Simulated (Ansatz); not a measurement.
# C2H6O2: the cost of one run

Program: Ansatz 0.2.0. Level of theory: the levels named in each step. These are calculated values, not measurements.

**1. The starting structure**

Bond lengths: O1–C2 1.415 Å, C2–C3 1.530 Å, C3–O4 1.402 Å, O1–H5 0.962 Å, C2–H6 1.098 Å, C2–H7 1.098 Å, C3–H8 1.092 Å, C3–H9 1.099 Å, O4–H10 0.966 Å. Angles: O1–C2–C3 107.4°, O1–C2–H6 110.4°, O1–C2–H7 110.9°, C3–C2–H6 109.4°, C3–C2–H7 109.5°, H6–C2–H7 109.1°, C2–O1–H5 109.3°, C2–C3–O4 111.7°, C2–C3–H8 109.9°, C2–C3–H9 108.6°, O4–C3–H8 106.8°, O4–C3–H9 110.6°, H8–C3–H9 109.2°, C3–O4–H10 107.0°.

Structure file:

```xyz
10

O     1.4072   -0.4690    0.0014
C     0.6438    0.7014   -0.2210
C    -0.7975    0.2644   -0.4888
O    -1.3575   -0.3850    0.6205
H     2.3180   -0.2234    0.1884
H     0.6700    1.3501    0.6646
H     1.0245    1.2599   -1.0862
H    -1.4197    1.1388   -0.6897
H    -0.8065   -0.3946   -1.3682
H    -0.7429   -1.0838    0.8776
```

**2. A rough first relaxation, PBE-D4/def2-SVP**

This run stands in another session on the same molecule. It ended at:

```xyz
10

O     1.3655   -0.5035   -0.0199
C     0.6376    0.6978   -0.2658
C    -0.8084    0.2722   -0.4830
O    -1.2911   -0.4411    0.6336
H     2.2100   -0.2683    0.4011
H     0.6845    1.3877    0.6102
H     1.0215    1.2477   -1.1602
H    -1.4480    1.1684   -0.6296
H    -0.8627   -0.3307   -1.4261
H    -0.5696   -1.0712    0.8383
```

**3. Relaxation, HF/STO-3G**

Contents of input.yaml:

```yaml
crystal:
  periodic: [false, false, false]
  atoms:
    - { symbol: O, position_ang: [1.36552436, -0.50354181, -0.01992685] }
    - { symbol: C, position_ang: [0.63759981, 0.69775832, -0.26583253] }
    - { symbol: C, position_ang: [-0.80843239, 0.27215363, -0.48295961] }
    - { symbol: O, position_ang: [-1.29107908, -0.4411468, 0.63356148] }
    - { symbol: H, position_ang: [2.20996336, -0.26830445, 0.40113553] }
    - { symbol: H, position_ang: [0.68454072, 1.38773538, 0.61023134] }
    - { symbol: H, position_ang: [1.02151136, 1.24774281, -1.16023562] }
    - { symbol: H, position_ang: [-1.44795761, 1.1683949, -0.6295628] }
    - { symbol: H, position_ang: [-0.86273257, -0.33070771, -1.42614848] }
    - { symbol: H, position_ang: [-0.56961796, -1.07123428, 0.83826755] }
basis:
  gaussian: { orbitals: STO-3G }
hamiltonian:
  xc: hf
relax:
  f_tol: 0.002
  max_steps: 150
```

Started as:

```
ansatz run input.yaml --threads 4 --pin off --max-ram 10240MiB --backend cpu --events-out ev --progress --plain --runs-dir out
```

Q: Estimate wall time and peak memory on 4 threads of Intel Xeon at 2.50GHz (Skylake/Cascade Lake), shared host.

About 6.5 s, with a peak of 0.1 GiB.
